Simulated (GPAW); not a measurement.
# I in GPAW: convergence with convergence criteria

The system is I.

```xyz
1
Lattice="-1.6175 1.6175 4.2648 1.6175 -1.6175 4.2648 1.6175 1.6175 -4.2648" Properties=species:S:1:pos:R:3 pbc="T T T"
I     0.0000    0.0000    0.0000
```

| Quantity | Value |
| --- | --- |
| Program | GPAW 26.7.0 |
| Task | convergence study |
| Functional | PBE |
| Potentials or basis | GPAW PAW data sets (gpaw-data 1.2.1) |
| Cutoff | 600 eV |
| Basis | pw |
| k mesh | 9 × 9 × 9 |
| Occupations | fermi-dirac, width 0.05 eV |
| Spin | no spin polarisation |

These are the settings of the first run; the series varies convergence criteria, with any setting tied to it.

Hardware: 1 thread of Arm Neoverse V1 (shared host).

| convergence criteria | energy less the tightest run, at zero smearing (meV/atom) | SCF cycles | CPU time (s) | peak memory (GiB) |
| --- | --- | --- | --- | --- |
| density=0.001 energy=0.01 eigenstates=0.0001 | 0.00 | 6 | 20 | 0.18 |
| default | 0.00 | 7 | 27 | 0.18 |
| density=1e-05 energy=1e-05 | 0.00 | 9 | 32 | 0.18 |
| density=1e-05 forces=0.0001 | 0.00 | 10 | 33 | 0.18 |
| density=1e-06 energy=1e-06 eigenstates=1e-10 | 0.00 | 10 | 35 | 0.18 |

Against the tightest run, the energy stays within 1 meV/atom from density=0.001 energy=0.01 eigenstates=0.0001 on. The tightest run that finished is the yardstick and may itself not be fully converged.

Caveat, for the tightest run too: an odd number of electrons without spin polarisation forces a metal; a magnetic or distorted state may lie lower; the program warned that so skewed a cell can give wrong results. The run has no spin-orbit coupling, so splittings on I are missing.
